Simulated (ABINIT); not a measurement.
# A GW chain in ABINIT: AlN (F-43m)

Aim: the G0W0 gap of AlN (F-43m) on LDA, step by step.

Main program and level: ABINIT 10.8.3; LDA and many-body steps on it, plane waves.

**1. Starting point**

Symmetry: F-43m, No. 216, cubic system. Conventional cell: a = 4.368 Å, b = 4.368 Å, c = 4.368 Å, α = 90.00°, β = 90.00°, γ = 90.00°. Nearest to Al lie 4 N at 1.89 Å. Nearest to N lie 4 Al at 1.89 Å. Farther neighbours and most contacts between anions are not listed.

The cell and positions are those that the Materials Project relaxed with its own functionals (PBE, PBE+U or r2SCAN), kept fixed. This is not the form that AlN usually takes at ambient conditions.

**2. Ground state**

This step: ABINIT 10.8.3; DFT, LDA, plane waves, norm-conserving pseudopotentials.

The ground-state density comes first.

File run.abi:

```
acell 3*1.0 Angstrom
rprim 
  -0.000000000000 2.183993559600 2.183993559600
  2.183993559600 -0.000000000000 2.183993559600
  2.183993559600 2.183993559600 -0.000000000000
ntypat 2
znucl 13 7
natom 2
typat 1 2
xred 
  0.000000000000 0.000000000000 0.000000000000
  0.750000000000 0.750000000000 0.750000000000
pp_dirpath "pseudos"
pseudos "Al.upf, N.upf"
ecut 36
ngkpt 8 8 8
nshiftk 1
shiftk 0 0 0
kptopt 1
chksymbreak 0
nband 9
occopt 1
tolvrs 1e-10
nstep 60
prtwf 0
indata_prefix "in"
outdata_prefix "out"
tmpdata_prefix "tmp"
```

Launch:

```bash
$ OMP_NUM_THREADS=1 mpirun -n 4 abinit run.abi > log
```

Numbers of over 12 decimals in the logs are rounded to 6 here.

The log of the run:

```text
.Version 10.8.3 of ABINIT. v10.8.2 released Aug 2026.

 Symmetries : space group F-4 3 m (#216); Bravais cF (face-center cubic)
================================================================================
 Values of the parameters that define the memory need of the present run
     intxc =       0    ionmov =       0      iscf =       7    lmnmax =       6
     lnmax =       6     mgfft =      32  mpssoang =       3    mqgrid =    3001
     natom =       2  nloc_mem =       1    nspden =       1   nspinor =       1
    nsppol =       1      nsym =      24    n1xccc =    2501    ntypat =       2
    occopt =       1   xclevel =       1
-    mband =           9        mffmem =           1         mkmem =           8
       mpw =        1475          nfft =       32768          nkpt =          29
================================================================================
  Rough estimation (10% accuracy) of disk space for files :
================================================================================

--------------------------------------------------------------------------------
------------- Echo of variables that govern the present computation ------------
--------------------------------------------------------------------------------
 -outvars: echo values of preprocessed input variables --------
            acell      1.8897261259E+00  1.8897261259E+00  1.8897261259E+00 Bohr

      chksymbreak           0
             ecut      3.60000000E+01 Hartree
-          fftalg         312

              ixc       -1012
              kpt      0.00000000E+00  0.00000000E+00  0.00000000E+00
                       1.25000000E-01  0.00000000E+00  0.00000000E+00
                       2.50000000E-01  0.00000000E+00  0.00000000E+00
                       3.75000000E-01  0.00000000E+00  0.00000000E+00
                       5.00000000E-01  0.00000000E+00  0.00000000E+00
                       1.25000000E-01  1.25000000E-01  0.00000000E+00
                       2.50000000E-01  1.25000000E-01  0.00000000E+00
                       3.75000000E-01  1.25000000E-01  0.00000000E+00
                       5.00000000E-01  1.25000000E-01  0.00000000E+00
   [... 18 further rows ...]
                      -3.75000000E-01  5.00000000E-01  1.25000000E-01
                      -2.50000000E-01  5.00000000E-01  2.50000000E-01
         kptrlatt        8    0    0      0    8    0      0    0    8
          kptrlen      4.66933685E+01
P           mkmem           8
            natom           2
            nband           9
            ngfft          32      32      32
             nkpt          29
            nstep          60
             nsym          24
           ntypat           2
              occ      2.000000  2.000000  2.000000  2.000000  0.000000  0.000000
[...]
prtwf           0
            rprim     -0.0000000000E+00  2.1839935596E+00  2.1839935596E+00
[...]
spgroup         216

           tolvrs      1.00000000E-10

             xred      0.0000000000E+00  0.0000000000E+00  0.0000000000E+00
[...]
znucl       13.00000    7.00000

================================================================================

 chkinp: Checking input parameters for consistency.

================================================================================
== DATASET  1 ==================================================================
-   mpi_nproc: 4, omp_nthreads: 1 (-1 if OMP is not activated)

--- !DatasetInfo
iteration_state: {dtset: 1, }
dimensions: {natom: 2, nkpt: 29, mband: 9, nsppol: 1, nspinor: 1, nspden: 1, mpw: 1475, }
cutoff_energies: {ecut:  36.0, pawecutdg:  -1.0, }
electrons: {nelect:   8.00000000E+00, charge:   0.00000000E+00, occopt:   1.00000000E+00, tsmear:   1.00000000E-02, }

 Real(R)+Recip(G) space primitive vectors, cartesian coordinates (Bohr,Bohr^-1):
 R(1)=  0.0000000  4.1271497  4.1271497  G(1)= -0.1211490  0.1211490  0.1211490
 R(2)=  4.1271497  0.0000000  4.1271497  G(2)=  0.1211490 -0.1211490  0.1211490
 R(3)=  4.1271497  4.1271497  0.0000000  G(3)=  0.1211490  0.1211490 -0.1211490
 Unit cell volume ucvol=  1.4059849E+02 bohr^3
 Angles (23,13,12)=  6.00000000E+01  6.00000000E+01  6.00000000E+01 degrees

 getcut: wavevector=  0.0000  0.0000  0.0000  ngfft=  32  32  32
         ecut(hartree)=     36.000   => boxcut(ratio)=   2.02987

--- Pseudopotential description ------------------------------------------------
- Al Generated using ONCVPSP code by D. R. Hamann
- 13.00000   3.00000  180309                  znucl, zion, pspdat
12 -1012 2 -1 1854                            pspcod,pspxc,lmax,lloc,mmax
     nproj     2     2     2
  pspatm : epsatm=    0.57439143
         --- l  ekb(1:nproj) -->
[...]
pspatm: atomic psp has been read  and splines computed

- N Generated using ONCVPSP code by D. R. Hamann
-  7.00000   5.00000  180309                  znucl, zion, pspdat
12 -1012 1 -1 1058                            pspcod,pspxc,lmax,lloc,mmax
     nproj     2     2     0
  pspatm : epsatm=    5.30777321
         --- l  ekb(1:nproj) -->
[...]
1   -4.361519   -1.032581
 pspatm: atomic psp has been read  and splines computed

   4.70573171E+01                                ecore*ucvol(ha*bohr**3)
--------------------------------------------------------------------------------

_setup2: Arith. and geom. avg. npw (full set) are    1449.447    1449.423

================================================================================

--- !BeginCycle
iteration_state: {dtset: 1, }
solver: {iscf: 7, nstep: 60, nline: 4, wfoptalg: 0, }
tolerances: {tolvrs: 1.00E-10, }

     iter   Etot(hartree)      deltaE(h)  residm     vres2
 ETOT  1  -12.678261174283    -1.268E+01 1.150E-01 5.515E+02
 ETOT  2  -12.708084144609    -2.982E-02 9.035E-03 4.447E+02
 ETOT  3  -12.841256504168    -1.332E-01 4.509E-03 1.301E+00
 ETOT  4  -12.841570757358    -3.143E-04 2.019E-03 4.883E-02
 ETOT  5  -12.841581461968    -1.070E-05 1.677E-04 4.036E-04
 ETOT  6  -12.841581516368    -5.440E-08 2.009E-04 5.655E-05
 ETOT  7  -12.841581536977    -2.061E-08 1.700E-05 9.087E-07
 ETOT  8  -12.841581537309    -3.317E-10 2.123E-05 6.983E-09
 ETOT  9  -12.841581537311    -2.029E-12 1.772E-06 2.796E-10
 ETOT 10  -12.841581537311    -1.705E-13 2.325E-06 3.470E-13

 At SCF step   10       vres2   =  3.47E-13 < tolvrs=  1.00E-10 =>converged.

 Cartesian components of stress tensor (hartree/bohr^3)
  sigma(1 1)=  1.79578753E-04  sigma(3 2)=  0.00000000E+00
  sigma(2 2)=  1.79578753E-04  sigma(3 1)=  0.00000000E+00
  sigma(3 3)=  1.79578753E-04  sigma(2 1)=  0.00000000E+00

--- !ResultsGS
iteration_state: {dtset: 1, }
comment   : Summary of ground state results
lattice_vectors:
- [ -0.0000000,   4.1271497,   4.1271497, ]
- [  4.1271497,  -0.0000000,   4.1271497, ]
- [  4.1271497,   4.1271497,  -0.0000000, ]
lattice_lengths: [   5.83667,    5.83667,    5.83667, ]
lattice_angles: [ 60.000,  60.000,  60.000, ] # degrees, (23, 13, 12)
lattice_volume:   1.4059849E+02
convergence: {deltae: -1.705E-13, res2:  3.470E-13, residm:  2.325E-06, diffor: null, }
etotal    :  -1.28415815E+01
entropy   :   0.00000000E+00
fermie    :   2.02431740E-01
cartesian_stress_tensor: # hartree/bohr^3
- [  1.79578753E-04,   0.00000000E+00,   0.00000000E+00, ]
- [  0.00000000E+00,   1.79578753E-04,   0.00000000E+00, ]
- [  0.00000000E+00,   0.00000000E+00,   1.79578753E-04, ]
pressure_GPa:  -5.2834E+00
xred      :
- [  0.0000E+00,   0.0000E+00,   0.0000E+00, Al]
- [  7.5000E-01,   7.5000E-01,   7.5000E-01,  N]
cartesian_forces: # hartree/bohr
- [ -0.00000000E+00,  -0.00000000E+00,  -0.00000000E+00, ]
- [ -0.00000000E+00,  -0.00000000E+00,  -0.00000000E+00, ]
force_length_stats: {min:   0.00000000E+00, max:   0.00000000E+00, mean:   0.00000000E+00, }

 Integrated electronic density in atomic spheres:
 ------------------------------------------------
 Atom  Sphere_radius  Integrated_density
    1        2.00000          1.13118084
    2        2.00000          5.35398748
================================================================================

 ----iterations are completed or convergence reached----

 Mean square residual over all n,k,spin=   10.967E-09; max=  23.250E-07
 reduced coordinates (array xred) for    2 atoms
       0.000000000000      0.000000000000      0.000000000000
       0.750000000000      0.750000000000      0.750000000000
 rms dE/dt=  0.0000E+00; max dE/dt=  0.0000E+00; dE/dt below (all hartree)
    1       0.000000000000      0.000000000000      0.000000000000
    2       0.000000000000      0.000000000000      0.000000000000

 cartesian coordinates (angstrom) at end:
    1      0.000000     0.000000     0.000000
    2      3.275990     3.275990     3.275990

 cartesian forces (hartree/bohr) at end:
    1     -0.000000    -0.000000    -0.000000
    2     -0.000000    -0.000000    -0.000000
 frms,max,avg= 0.0000000E+00 0.0000000E+00   0.000E+00  0.000E+00  0.000E+00 h/b

 cartesian forces (eV/Angstrom) at end:
    1     -0.000000    -0.000000    -0.000000
    2     -0.000000    -0.000000    -0.000000
 frms,max,avg= 0.0000000E+00 0.0000000E+00   0.000E+00  0.000E+00  0.000E+00 e/A
 length scales=  1.889726125908  1.889726125908  1.889726125908 bohr
              =  1.000000000000  1.000000000000  1.000000000000 angstroms
 prteigrs : about to open file out_EIG
 Fermi (or HOMO) energy (hartree) =   0.20243   Average Vxc (hartree)=  -0.40395
 Eigenvalues (hartree) for nkpt=  29  k points:
 kpt#   1, nband=  9, wtk=  0.00195, kpt=  0.0000  0.0000  0.0000 (reduced coord)
  -0.34191    0.20243    0.20243    0.20243    0.35837    0.65658    0.65658    0.65658
   0.84940
 prteigrs : prtvol=0 or 1, do not print more k-points.

--- !EnergyTerms
iteration_state     : {dtset: 1, }
comment             : Components of total free energy in Hartree
kinetic             :  8.19706495125024E+00
hartree             :  2.78546247880494E+00
xc                  : -4.24596612750278E+00
Ewald energy        : -1.08999795989279E+01
psp_core            :  3.34692904348814E-01
local_psp           : -8.30247576615150E+00
non_local_psp       : -7.10380379132834E-01
total_energy        : -1.28415815373110E+01
total_energy_eV     : -3.49437235221028E+02
band_energy         :  1.46029088891320E-01

 Cartesian components of stress tensor (hartree/bohr^3)
  sigma(1 1)=  1.79578753E-04  sigma(3 2)=  0.00000000E+00
  sigma(2 2)=  1.79578753E-04  sigma(3 1)=  0.00000000E+00
  sigma(3 3)=  1.79578753E-04  sigma(2 1)=  0.00000000E+00

-Cartesian components of stress tensor (GPa)         [Pressure= -5.2834E+00 GPa]
- sigma(1 1)=  5.28338933E+00  sigma(3 2)=  0.00000000E+00
- sigma(2 2)=  5.28338933E+00  sigma(3 1)=  0.00000000E+00
- sigma(3 3)=  5.28338933E+00  sigma(2 1)=  0.00000000E+00

== END DATASET(S) ==============================================================
================================================================================

 -outvars: echo values of variables after computation  --------
           etotal     -1.2841581537E+01
            nband           9
             nkpt          29
          spgroup         216
 [... the other variables as echoed above ...]

 Calculation completed.
```

Wall time 4.4 s (4 MPI ranks of Arm Neoverse V1, shared host); peak memory 0.25 GiB; 17 s of CPU time.

Numbers from this step:

| Quantity | Value |
| --- | --- |
| total energy | -349.4372 eV |
| gap | 3.259 eV |
| k of the valence top | 0, 0, 0 |
| k of the conduction bottom | 0.5, 0.5, 0 |
| least direct gap | 4.243 eV |
| pressure | -5.283 GPa |

The gap is indirect, with the least direct gap 0.98 eV higher.

The cutoff was set for levels, not for stress, so the pressure can be off by some GPa.

(Part 1 of 3 ends here.)

[Paths, hosts, dates, memory and timing lines, banners, echoed tables and standing remarks are left out of the program output.]

[Logs are printed without paths, hosts, clocks, repeated set-up lines and the standing remarks that a program may print on its own settings, such as how far it seeks lower states.]

[Runs of the session that timed out or met a known fault of the program may be left out.]

[Hosts, paths, dates, database ids (printed as entryN), source tags and the programs' standing remarks are cut or masked in the printed files.]

[G0W0 gaps are taken among the corrected bands and points alone; a level outside them can change the order at an edge.]

[Where Ansatz stands beside ABINIT at settings called matched, ABINIT's density can come from a denser mesh and the files from another edition; pairs whose starting gaps differed by over 0.03 eV were left out, so agreement reads better than it is.]
